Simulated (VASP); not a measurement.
Here is a VASP 6.6.1 calculation.

The input INCAR:

```
PREC = Accurate
ENCUT = 600
EDIFF = 1E-6
ISMEAR = -1
SIGMA = 0.05
LREAL = F
LASPH = T
NELM = 100
ALGO = Normal
ISIF = 3
LWAVE = F
LCHARG = F
IBRION = 2
NSW = 60
EDIFFG = -0.02
PSTRESS = 50
```

Contents of KPOINTS:

```
regular mesh
0
Gamma
  5 3 7
```

File POSCAR:

```
Al2O3
1.0
    4.6137770000      0.0000000000      0.0000000000
    0.0000000000      9.5632790000      0.0000000000
    0.0000000000      0.0000000000      3.1198620000
Al O
4 6
Direct
    0.9829750000      0.8245730000      0.0000000000
    0.0170250000      0.1754270000      0.0000000000
    0.4829750000      0.6754270000      0.5000000000
    0.5170250000      0.3245730000      0.5000000000
    0.5000000000      0.5000000000      0.5000000000
    0.1236350000      0.7530500000      0.5000000000
    0.3763650000      0.2530500000      0.0000000000
    0.6236350000      0.7469500000      0.0000000000
    0.0000000000      0.0000000000      0.0000000000
    0.8763650000      0.2469500000      0.5000000000
```

Potentials or basis: VASP PAW LDA potentials, release 64 (Al, O).

Command:

```sh
$ cat potpaw_LDA.64/Al/POTCAR potpaw_LDA.64/O/POTCAR > POTCAR
$ mpirun -np 1 vasp_std > vasp.out
```

**Question.** Estimate the relaxed volume.

**Answer.** 12.73 Å³/atom.

**Question.** Estimate the band gap on the k mesh.

**Answer.** 3.68 eV, direct.

**Question.** Predict the relaxed cell.

**Answer.** a = 4.557 Å, b = 9.400 Å, c = 2.972 Å, α = 90.00°, β = 90.00°, γ = 90.00°.

**Question.** Predict the space group after relaxing (to 0.05 Å).

**Answer.** Pnnm (No. 58).

Final structure:
```xyz
10
Lattice="4.5571 0.0000 0.0000 0.0000 9.3997 0.0000 0.0000 0.0000 2.9715" Properties=species:S:1:pos:R:3 pbc="T T T"
Al    4.4945    7.7457    0.0000
Al    0.0626    1.6540    0.0000
Al    2.2160    6.3538    1.4858
Al    2.3412    3.0459    1.4858
O     2.2786    4.6999    1.4858
O     0.5777    7.0247    1.4858
O     1.7009    2.3248    0.0000
O     2.8562    7.0749    0.0000
O     0.0000    0.0000    0.0000
O     3.9795    2.3750    1.4858
```

Caveat: the cell is relaxed towards a set pressure, so the enthalpy falls and the energy may rise; an odd mesh through Γ misses points on the zone boundary, where band edges often lie.
